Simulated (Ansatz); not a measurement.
Relaxed Li3N (Li3N type, space group P6/mmm):

```
CELL_PARAMETERS angstrom
      3.60977     0.00000     0.00000
     -1.80489     3.12615     0.00000
      0.00000     0.00000     3.85578
ATOMIC_POSITIONS crystal
  Li 0.00000 0.00000 0.50000
  Li 0.33333 0.66667 0.00000
  Li 0.66667 0.33333 0.00000
  N  0.00000 0.00000 0.00000
```

A phonon eigenvector at Γ is frozen into this cell: atom i moves by Q times the vector below, so Q is the largest atomic displacement, in Å. The cell is held.

```csv
atom,x,y,z
Li1,0.000,0.000,-1.000
Li2,0.000,0.000,0.027
Li3,0.000,0.000,0.027
N4,0.000,0.000,0.468
```

All values below come from r2SCAN (plane waves to 500 eV, PAW, scalar-relativistic; Ansatz, a program for electronic structure). k mesh 11×11×9 (Γ-centred), Fermi-Dirac smearing 0.05 eV. Energies are smeared free energies. Li3N was relaxed with its symmetry unable to fall. The zero of ΔE is the undisplaced structure.

| Q (Å) | ΔE (meV/cell) |
|---|---|
| -0.1000 | 89.2 |
| -0.0833 | withheld |
| -0.0667 | 38.8 |
| -0.0500 | 21.6 |
| -0.0333 | 9.6 |
| -0.0167 | 2.4 |
| 0.0000 | 0.0 |
| 0.0167 | 2.4 |
| 0.0333 | 9.6 |
| 0.0500 | 21.6 |
| 0.0667 | 38.8 |
| 0.0833 | withheld |
| 0.1000 | 89.2 |

**Question.** Fit an even polynomial form (powers 2, 4) to the given rows and predict ΔE at Q = -0.0833.

**Answer.** Least squares on the 11 given rows: ΔE = (8563)·Q² + (35690)·Q⁴, in meV/cell with Q in Å; root-mean-square residual 0.03 meV/cell. At -0.0833 the fit gives 61.1 meV/cell; the calculation gives 61.2 meV/cell, so the interpolation is off by -0.1 (-0.2 %). The quadratic term alone would give 59.4 meV/cell.

(For displaced atoms, the force is minus the slope of the energy, and its curvature is a force constant, which sets phonon frequencies.)
